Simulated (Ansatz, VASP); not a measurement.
## One calculation of Eu, two programs

```
CELL_PARAMETERS angstrom
-2.28754 2.28754 2.28754
2.28754 -2.28754 2.28754
2.28754 2.28754 -2.28754
ATOMIC_POSITIONS crystal
Eu 0.00000 0.00000 0.00000
```

Change from the starting cell: volume scaled by 0.98.

Alike in both runs: task single point; functional PBEsol; k mesh 8 × 8 × 8; occupations fermi-dirac, width 0.05 eV; collinear spin.

|  | VASP | Ansatz |
| --- | --- | --- |
| version | VASP 6.6.1 | Ansatz 0.2.0 |
| potentials or method | VASP PAW PBE potentials, release 64 (Eu), cutoff 520 eV | all-electron LAPW, scalar-relativistic |

VASP gave:

* gap on the k mesh at the Fermi level (eV): none
* pressure (GPa): -2.7
* net moment per atom (μB): 7.36
* size of the moment on the site where the two differ most (μB): 6.71

Problem. Which values does Ansatz return?

Solution. gap on the k mesh at the Fermi level (eV): none; pressure (GPa): -2.4; net moment per atom (μB): 7.35; size of the moment on the site where the two differ most (μB): 7.18.

Site moments also hang on the region over which each program counts them. A gap of «none» marks a metal or a gap that the smearing closes. Ansatz ran all-electron here, so the differences hold the error of VASP's frozen core and of both bases.

Caveats: spin-orbit coupling is left out, which moves the levels of the heavy elements; the PAW data sets were made with another functional, which shifts forces and pressure a little (VASP); an open f shell can end in a state above the lowest (Ansatz). The state reached can hang on the start; a lower one may exist.
